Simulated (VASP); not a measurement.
# CaO (P-6m2) in VASP: further runs

Runs on CaO. Level: PBE. Tasks: single point, relaxation of cell and atoms.

Program: VASP 6.6.1. These are calculated values, not measurements. Logs are shortened: lines on timing, memory, paths and dates and some standing lists are left out, and cuts for length are marked.

## Step 1: The crystal as given

The structure is hexagonal, space group P-6m2 (No. 187). Conventional cell: a = 3.300 Å, b = 3.300 Å, c = 2.999 Å, α = 90.00°, β = 90.00°, γ = 120.00°. Ca (site symmetry -6m2) has 6 O at 2.42 Å as nearest neighbours. O (site symmetry -6m2) has 6 Ca at 2.42 Å as nearest neighbours.

The cell was built by a generator and needn't be a form met in nature.

## Step 2: Single point, PBE

INCAR reads:

```
PREC     = Accurate       # precision mode
ENCUT    = 520            # plane-wave cutoff, eV
EDIFF    = 1E-7           # SCF threshold, eV
ISMEAR   = 0              # smearing method
SIGMA    = 0.02           # smearing width, eV
LREAL    = F              # projectors in reciprocal space
LASPH    = T              # aspherical terms in the spheres
NELM     = 100            # most SCF steps
ALGO     = Normal         # electronic algorithm
ISIF     = 2              # what is computed and relaxed
LWAVE    = F              # write WAVECAR
LCHARG   = T              # write CHGCAR
GGA      = PE             # functional
LELF     = T              # ELF
LVHAR    = T            
NBANDS   = 15             # bands
```

KPOINTS reads:

```
regular mesh
0
Gamma
  9 9 8
```

POSCAR reads:

```
CaO
1.0
    3.3002833230      0.0000000000      0.0000000000
   -1.6501416615      2.8581291974      0.0000000000
    0.0000000000      0.0000000000      2.9986301491
Ca O
1 1
Direct
    0.6666666667      0.3333333333      0.0000000000
    0.3333333333      0.6666666667      0.5000000000
```

Potentials or basis: VASP PAW PBE potentials, release 64 (Ca_sv, O).

Run with:

```sh
> cat potpaw_PBE.64/Ca_sv/POTCAR potpaw_PBE.64/O/POTCAR > POTCAR
> mpirun -np 1 vasp_std > vasp.out
```

OUTCAR:

```text
PREC = Accurate
   ENCUT = 520
   EDIFF = 1E-7
   ISMEAR = 0
   LREAL = F
   LASPH = T
   NELM = 100
   ISIF = 2
   GGA = PE

 ion  position               nearest neighbor table
   1  0.667  0.333  0.000-   2 2.42   2 2.42   2 2.42   2 2.42   2 2.42   2 2.42
   2  0.333  0.667  0.500-   1 2.42   1 2.42   1 2.42   1 2.42   1 2.42   1 2.42

  LATTYP: Found a hexagonal cell.
 ALAT       =     3.3002833230
 C/A-ratio  =     0.9085977947

  Lattice vectors:

 A1 = (   3.3002833230,   0.0000000000,   0.0000000000)
 A2 = (  -1.6501416615,   2.8581291974,   0.0000000000)
 A3 = (   0.0000000000,   0.0000000000,   2.9986301491)

Analysis of symmetry for initial positions (statically):
=====================================================================
 Subroutine PRICEL returns:
 Original cell was already a primitive cell.

 Routine SETGRP: Setting up the symmetry group for a
 hexagonal supercell.

 Subroutine GETGRP returns: Found 12 space group operations
 (whereof 12 operations were pure point group operations)
 out of a pool of 24 trial point group operations.

The static configuration has the point symmetry D_3h.

Analysis of symmetry for dynamics (positions and initial velocities):
=====================================================================
 Subroutine PRICEL returns:
 Original cell was already a primitive cell.

 Routine SETGRP: Setting up the symmetry group for a
 hexagonal supercell.

 Subroutine GETGRP returns: Found 12 space group operations
 (whereof 12 operations were pure point group operations)
 out of a pool of 24 trial point group operations.

The dynamic configuration has the point symmetry D_3h.

 Subroutine INISYM returns: Found 12 space group operations
 (whereof 12 operations are pure point group operations),
 and found     1 'primitive' translations

----------------------------------------------------------------------------------------

                                     Primitive cell

  volume of cell :      28.2850

  direct lattice vectors                    reciprocal lattice vectors
     3.300283323  0.000000000  0.000000000     0.303004288  0.174939608  0.000000000
    -1.650141661  2.858129197  0.000000000     0.000000000  0.349879215  0.000000000
     0.000000000  0.000000000  2.998630149     0.000000000  0.000000000  0.333485609

  length of vectors
     3.300283323  3.300283323  2.998630149     0.349879215  0.349879215  0.333485609

  position of ions in fractional coordinates (direct lattice)
     0.666666667  0.333333333  0.000000000
     0.333333333  0.666666667  0.500000000

  ion indices of the primitive-cell ions
   primitive index   ion index
                 1           1
                 2           2

----------------------------------------------------------------------------------------

 KPOINTS: regular mesh

Automatic generation of k-mesh.
 Grid dimensions read from file:
 generate k-points for:    9    9    8

 Generating k-lattice:

  Cartesian coordinates                     Fractional coordinates (reciprocal lattice)
     0.033667143  0.019437734  0.000000000     0.111111111  0.000000000  0.000000000
     0.000000000  0.038875468  0.000000000     0.000000000  0.111111111  0.000000000
     0.000000000  0.000000000  0.041685701     0.000000000  0.000000000  0.125000000

  Length of vectors
     0.038875468  0.038875468  0.041685701

  Shift w.r.t. Gamma in fractional coordinates (k-lattice)
     0.000000000  0.000000000  0.000000000

 Subroutine IBZKPT returns following result:
 ===========================================

 Found     60 irreducible k-points:

 Following reciprocal coordinates:
            Coordinates               Weight
  0.000000  0.000000  0.000000      1.000000
  0.111111  0.000000  0.000000      6.000000
  0.222222  0.000000  0.000000      6.000000
  0.333333  0.000000  0.000000      6.000000
  0.444444  0.000000  0.000000      6.000000
  0.111111  0.111111  0.000000      6.000000
[... 16 lines left out ...]
  0.333333  0.222222  0.125000     24.000000
  0.333333  0.333333  0.125000      4.000000
 [... further k-points ...]
   k-points           NKPTS =     60   k-points in BZ     NKDIM =     60   number of bands    NBANDS=     15
   number of dos      NEDOS =    301   number of ions     NIONS =      2
   total plane-waves  NPLWV =  18816
   dimension x,y,z NGX =    28 NGY =   28 NGZ =   24
   dimension x,y,z NGXF=    56 NGYF=   56 NGZF=   48
   ions per type =               1   1
   NGX,Y,Z   is equivalent  to a cutoff of  14.10, 14.10, 13.31 a.u.
   NGXF,Y,Z  is equivalent  to a cutoff of  28.21, 28.21, 26.61 a.u.
 SYSTEM =  unknown system
   PREC   = accura    normal or accurate (medium, high low for compatibility)
   ISTART =      0    job   : 0-new  1-cont  2-samecut
   ICHARG =      2    charge: 1-file 2-atom 10-const
   ISPIN  =      1    spin polarized calculation?
   LNONCOLLINEAR =      F non collinear calculations
   LSORBIT =      F    spin-orbit coupling
   LASPH  =      T    aspherical Exc in radial PAW
   ENCUT  =  520.0 eV  38.22 Ry    6.18 a.u.   6.14  6.14  5.58*2*pi/ulx,y,z
   NELM   =    100;   NELMIN=  2; NELMDL= -5     # of ELM steps
   EDIFF  = 0.1E-06   stopping-criterion for ELM
   LREAL  =      F    real-space projection
   EDIFFG = 0.1E-05   stopping-criterion for IOM
   NSW    =      0    number of steps for IOM
   IBRION =     -1    ionic relax: 0-MD 1-quasi-New 2-CG
   NFREE  =      0    steps in history (QN), initial steepest desc. (CG)
   ISIF   =      2    stress and relaxation
   ISYM   =      2    0-nonsym 1-usesym 2-fastsym
   POTIM  = 0.5000    time-step for ionic-motion
   TEBEG  =    0.0;   TEEND  =   0.0 temperature during run
   PSTRESS=    0.0 pullay stress
   NELECT =      16.0000    total number of electrons
   NUPDOWN=      -1.0000    fix difference up-down
   EMIN   =  10.00;   EMAX   =-10.00  energy-range for DOS
   EFERMI =   0.00;   METHOD = LEGACY
   ISMEAR =     0;   SIGMA  =   0.02  broadening in eV -4-tet -1-fermi 0-gaus
   EFERMI_NEDOS =   21; number of points for ismear=-14 and -15
   IALGO  =     38    algorithm
   IMIX   =      4    mixing-type and parameters
     AMIX     =   0.40;   BMIX     =  1.00
     AMIX_MAG =   1.60;   BMIX_MAG =  1.00
  volume/ion in A,a.u.               =      14.14        95.44
  Fermi-wavevector in a.u.,A,eV,Ry     =   1.353930  2.558556 24.941194  1.833126
  Thomas-Fermi vector in A             =   2.481144
   LORBIT       =      0    0 simple, 1 ext, 2 COOP (PROOUT), +10 PAW based schemes
   GGA     = PE    functional components
   LHFCALC =     F    Hartree Fock is set to
   AEXX    =    0.0000 exact exchange contribution
   IVDW    =     0    specifies the selected vdW correction
   LEPSILON=     F    determine dielectric tensor
   LRPA    =     F    only Hartree local field effects (RPA)
 non-spin polarized calculation
 Gauss-broadening in eV      SIGMA  =   0.02
  energy-cutoff  :      520.00
  volume of cell :       28.28
 maximum number of plane-waves:       774
 NGX is ok and might be reduce to    28
   NGX = 13   NGY = 13   NGZ = 11

 number of electron      15.9999997 magnetization

 Free energy of the ion-electron system (eV)
  ---------------------------------------------------
  ext. energy  EPLUGINS =         0.00000000
  ---------------------------------------------------
  free energy    TOTEN  =       -12.30460685 eV

  energy without entropy =      -12.30460685  energy(sigma->0) =      -12.30460685

 E-fermi :   2.9322     XC(G=0): -10.3552

 val. band max:        2.6948598753   @ k =   0.0000   0.0000   0.0000
 cond. band min:       6.0125410217   @ k =   0.0000   0.0000   0.0000
 fundamental gap:      3.3176811464
 Fermi energy:         2.9322323157

 k-point     1 :       0.0000    0.0000    0.0000
  band No.  band energies     occupation
      1     -35.7333      2.00000
      2     -16.5002      2.00000
      3     -16.5002      2.00000
      4     -16.3202      2.00000
      5     -13.1180      2.00000
      6       1.8866      2.00000
      7       1.8866      2.00000
      8       2.6949      2.00000
      9       6.0125      0.00000
     10       7.1064      0.00000
     11      10.0825      0.00000
     12      10.0825      0.00000
     13      11.4031      0.00000
     14      11.4031      0.00000
     15      18.8741      0.00000

 k-point     2 :       0.1111    0.0000    0.0000
  band No.  band energies     occupation
      1     -35.7225      2.00000
      2     -16.6333      2.00000
      3     -16.5178      2.00000
      4     -16.3100      2.00000
      5     -12.9928      2.00000
      6       1.5434      2.00000
      7       1.9211      2.00000
      8       2.6299      2.00000
      9       6.2638      0.00000
     10       7.5665      0.00000
     11       9.8357      0.00000
     12      10.1999      0.00000
     13      11.3531      0.00000
     14      11.4161      0.00000
     15      18.5887      0.00000

 k-point     3 :       0.2222    0.0000    0.0000
  band No.  band energies     occupation
      1     -35.6950      2.00000
      2     -16.9354      2.00000
      3     -16.5620      2.00000
      4     -16.2840      2.00000
      5     -12.7110      2.00000
      6       0.8940      2.00000
      7       2.0023      2.00000
      8       2.4710      2.00000
      9       6.6497      0.00000
     10       8.6230      0.00000
     11       9.5329      0.00000
     12      10.5408      0.00000
     13      11.2295      0.00000
     14      11.4187      0.00000
     15      18.0433      0.00000
[... 343 lines left out ...]
 k-point    23 :       0.3333    0.2222    0.1250
  band No.  band energies     occupation
      1     -35.6175      2.00000
      2     -17.2798      2.00000
      3     -16.8169      2.00000
      4     -16.3606      2.00000
      5     -12.2286      2.00000
      6       0.5446      2.00000
      7       1.4312      2.00000
      8       1.9254      2.00000
      9       7.4300      0.00000
     10       9.1508      0.00000
     11      10.1528      0.00000
     12      10.5793      0.00000
     13      11.6536      0.00000
     14      14.3558      0.00000
     15      16.3106      0.00000

 k-point    24 :       0.3333    0.3333    0.1250
  band No.  band energies     occupation
      1     -35.6121      2.00000
      2     -17.2479      2.00000
      3     -16.9094      2.00000
      4     -16.3522      2.00000
      5     -12.1927      2.00000
      6       0.9388      2.00000
      7       0.9521      2.00000
      8       1.8895      2.00000
      9       7.7106      0.00000
     10       9.0160      0.00000
     11      10.1773      0.00000
     12      10.2600      0.00000
     13      11.7852      0.00000
     14      15.5908      0.00000
     15      16.2511      0.00000

 [... further k-points ...]

------------------------ aborting loop because EDIFF is reached ----------------------------------------

  FORCE on cell =-STRESS in cart. coord.  units (eV):
  Direction    XX          YY          ZZ          XY          YZ          ZX
  --------------------------------------------------------------------------------------
  -------------------------------------------------------------------------------------
  Total        0.0881965      0.0881965      0.1137149      0.0000000     -0.0000000      0.0000000
  in kB        4.9958118      4.9958118      6.4412768      0.0000000     -0.0000000      0.0000000
  external PRESSURE =       5.4776335 kB  Pullay stress =       0.0000000 kB

 VOLUME and BASIS-vectors are now :
 -----------------------------------------------------------------------------
  energy-cutoff  :      520.00
  volume of cell :       28.28
      direct lattice vectors                 reciprocal lattice vectors
     3.300283323  0.000000000  0.000000000     0.303004288  0.174939608  0.000000000
    -1.650141661  2.858129197  0.000000000     0.000000000  0.349879215  0.000000000
     0.000000000  0.000000000  2.998630149     0.000000000  0.000000000  0.333485609

 POSITION                                       TOTAL-FORCE (eV/Angst)
 -----------------------------------------------------------------------------------
      1.65014      0.95271      0.00000         0.000000      0.000000      0.000000
     -0.00000      1.90542      1.49932        -0.000000     -0.000000      0.000000
 -----------------------------------------------------------------------------------
    total drift:                               -0.000000      0.000000     -0.000000

  FREE ENERGIE OF THE ION-ELECTRON SYSTEM (eV)
  ---------------------------------------------------
  free  energy   TOTEN  =       -12.3046068510 eV

  energy  without entropy=      -12.3046068510  energy(sigma->0) =      -12.30460685
```

Wall time 12 s (1 thread of Intel Xeon 6975P-C (Granite Rapids), shared host); peak memory 0.16 GiB.

Results:

* Free energy: -12.3046 eV
* Pressure: 0.5 GPa
* Band gap on the k mesh: 3.32 eV, direct

Stress tensor (GPa, compression positive):
```
0.50 0.00 0.00
0.00 0.50 0.00
0.00 0.00 0.64
```

Levels at points of the mesh, in eV from the valence-band top:
```csv
k point,band 4,band 5,band 6,band 7,band 8,band 9,band 10,band 11,band 12,band 13
"(0.00, 0.00, 0.00)",-19.02,-15.81,-0.81,-0.81,0.00,3.32,4.41,7.39,7.39,8.71
"(0.00, 0.00, 0.50)",-19.09,-14.65,-3.01,-0.52,-0.52,6.20,6.20,6.64,7.35,7.35
```

Caveat: an odd mesh through Γ misses points on the zone boundary, where band edges often lie. A hybrid or GW would open this gap; PBE tends to underestimate it.

[end of part 1 of 2]
